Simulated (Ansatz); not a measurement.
A run of Ansatz 0.2.0:

The input input.yaml:

```yaml
crystal:
  lattice: { a: 3.1967, b: 3.1967, c: 5.0578, alpha: 90.0, beta: 90.0, gamma: 120.0 }
  space_group: 194
  reduce_to_primitive: true
  atoms:
    - { symbol: Hf, wyckoff: "2c", position: [0.6666666667, 0.3333333333, 0.75] }
hamiltonian:
  xc: pbe
  pseudopotentials: { kind: paw, source: ansatz }
  dispersion: d4
kpoints:
  mp_grid: { grid: [10, 10, 5] }
scf:
  occupations: { method: methfessel_paxton, width: 0.05 }
output:
  forces: true
  stress: true
  eigenvalues: true
  write_density: true
  write_potential: true
  elf: true
  volumetric_format: npy
```

Potentials or basis: Ansatz PAW earlier set.

Launch:

```sh
$ ansatz run input.yaml --threads 1 --pin off --max-ram 2560MiB --backend cpu --events-out ev --progress --plain --runs-dir out
```

Hardware: 1 thread of Arm Neoverse V2, on a shared host.

Q: Estimate the wall time of this run.

A: Wall time 5.1 s on 1 thread of Arm Neoverse V2, with other jobs on the host, peak memory 0.33 GiB. Counts: scf iterations 8, plane waves 1201, k points 42, bands 32.
